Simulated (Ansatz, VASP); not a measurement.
# Two plane-wave programs on LiF

```
Li F
1.0
     0.00000    2.67148    4.30841
     1.28938    0.00000    4.30841
     1.28938    2.67148    0.00000
Li F
2 2
Direct
  0.18267 0.18267 0.81733
  0.43267 0.43267 0.06733
  0.81733 0.81733 0.18267
  0.06733 0.06733 0.43267
```

Alike in both runs: task single point; functional PBE; k mesh 8 × 8 × 8; occupations gaussian, width 0.1 eV; no spin polarisation.

|  | VASP | Ansatz |
| --- | --- | --- |
| version | VASP 6.6.1 | Ansatz 0.2.0 |
| potentials or method | VASP PAW PBE potentials, release 64 (Li_sv, F) | scalar-relativistic, plane waves, PAW |
| plane-wave cutoff (eV) | 520 | 420 |
| valence electrons in the cell | 20 | 20 |

|  | VASP | Ansatz | Ansatz less VASP |
| --- | --- | --- | --- |
| gap on the k mesh at the Fermi level (eV) | 9.55 | 9.57 | +0.018 |
| least direct gap on the mesh (eV) | 9.57 | 9.59 | +0.019 |
| rms of the force components (eV/Å) | 0.238 | 0.224 | -0.0147 |

Atom by atom the forces differ by 0.015 eV/Å (rms over components). With one functional, cell and mesh, what is left measures potentials, basis and numerics.

 A k mesh can miss the band edges.
